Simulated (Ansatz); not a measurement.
# Si16HO32: the cost of one run

All numbers below are computed with Ansatz 0.2.0 (DFT PBEsol, plane waves, PAW, scalar-relativistic, collinear spin).

The COD cell was measured well above room temperature, so it is larger than a cold one.

**1. Starting point**

The cell holds 49 atoms (HO32Si16): a = 10.078 Å, b = 8.764 Å, c = 8.235 Å, α = 90.00°, β = 90.00°, γ = 90.00°.

Its coordinates follow in the input file.

**2. Relaxing the start**

Contents of input.yaml:

```yaml
accuracy: low
crystal:
  lattice:
    - [-10.078, 0.0, 0.0]
    - [0.0, -8.764, 0.0]
    - [0.0, 0.0, 8.235]
  atoms:
    - { symbol: Si, position: [0.4824, 0.3318, 0.562] }
    - { symbol: Si, position: [0.5176, 0.6682, 0.062] }
    - { symbol: Si, position: [0.5176, 0.3318, 0.938] }
    - { symbol: Si, position: [0.4824, 0.6682, 0.438] }
    - { symbol: O, position: [0.5, 0.6727, 0.25] }
    - { symbol: O, position: [0.5, 0.3273, 0.75] }
    - { symbol: O, position: [0.4714, 0.5, 0.5] }
    - { symbol: O, position: [0.5286, 0.5, 0.0] }
    - { symbol: O, position: [0.5985, 0.2467, 0.4784] }
    - { symbol: O, position: [0.4015, 0.7533, 0.9784] }
    - { symbol: O, position: [0.4015, 0.2467, 0.0216] }
    - { symbol: O, position: [0.5985, 0.7533, 0.5216] }
    - { symbol: Si, position: [0.2324, 0.8318, 0.562] }
    - { symbol: Si, position: [0.2676, 0.1682, 0.062] }
    - { symbol: Si, position: [0.2676, 0.8318, 0.938] }
    - { symbol: Si, position: [0.2324, 0.1682, 0.438] }
    - { symbol: O, position: [0.25, 0.1727, 0.25] }
    - { symbol: O, position: [0.25, 0.8273, 0.75] }
    - { symbol: O, position: [0.2214, 0.0, 0.5] }
    - { symbol: O, position: [0.2786, 0.0, 0.0] }
    - { symbol: O, position: [0.3485, 0.7467, 0.4784] }
    - { symbol: O, position: [0.1515, 0.2533, 0.9784] }
    - { symbol: O, position: [0.1515, 0.7467, 0.0216] }
    - { symbol: O, position: [0.3485, 0.2533, 0.5216] }
    - { symbol: Si, position: [0.9824, 0.3318, 0.562] }
    - { symbol: Si, position: [0.0176, 0.6682, 0.062] }
    - { symbol: Si, position: [0.0176, 0.3318, 0.938] }
    - { symbol: Si, position: [0.9824, 0.6682, 0.438] }
    - { symbol: O, position: [0.0, 0.6727, 0.25] }
    - { symbol: O, position: [0.0, 0.3273, 0.75] }
    - { symbol: O, position: [0.9714, 0.5, 0.5] }
    - { symbol: O, position: [0.0286, 0.5, 0.0] }
    - { symbol: O, position: [0.0985, 0.2467, 0.4784] }
    - { symbol: O, position: [0.9015, 0.7533, 0.9784] }
    - { symbol: O, position: [0.9015, 0.2467, 0.0216] }
    - { symbol: O, position: [0.0985, 0.7533, 0.5216] }
    - { symbol: Si, position: [0.7324, 0.8318, 0.562] }
    - { symbol: Si, position: [0.7676, 0.1682, 0.062] }
    - { symbol: Si, position: [0.7676, 0.8318, 0.938] }
    - { symbol: Si, position: [0.7324, 0.1682, 0.438] }
    - { symbol: O, position: [0.75, 0.1727, 0.25] }
    - { symbol: O, position: [0.75, 0.8273, 0.75] }
    - { symbol: O, position: [0.7214, 0.0, 0.5] }
    - { symbol: O, position: [0.7786, 0.0, 0.0] }
    - { symbol: O, position: [0.8485, 0.7467, 0.4784] }
    - { symbol: O, position: [0.6515, 0.2533, 0.9784] }
    - { symbol: O, position: [0.6515, 0.7467, 0.0216] }
    - { symbol: O, position: [0.8485, 0.2533, 0.5216] }
    - { symbol: H, position: [0.0492437, 0.0265429, 0.1389011], spin: 1.0 }
magnetization:
  spin_polarized: true
basis:
  ecutwfc: 420.0
kpoints:
  mp_grid: { grid: [1, 1, 1] }
hamiltonian:
  xc: pbesol
  pseudopotentials: { kind: paw, azcp: { folder: soft_1 } }
scf:
  occupations: { method: fermi_dirac, width: 0.05 }
  lower_state_search: "off"
relax:
  f_tol: 0.08
  max_steps: 25
  adjacent_minimum: "off"
```

On the command line:

```sh
ansatz run input.yaml --threads 4 --pin off --max-ram 10240MiB --backend cpu --events-out ev --progress --plain --runs-dir out
```

What time and memory should one allow on 4 threads of Arm Neoverse V2, shared host?

About 54 s, with a peak of 1 GiB.
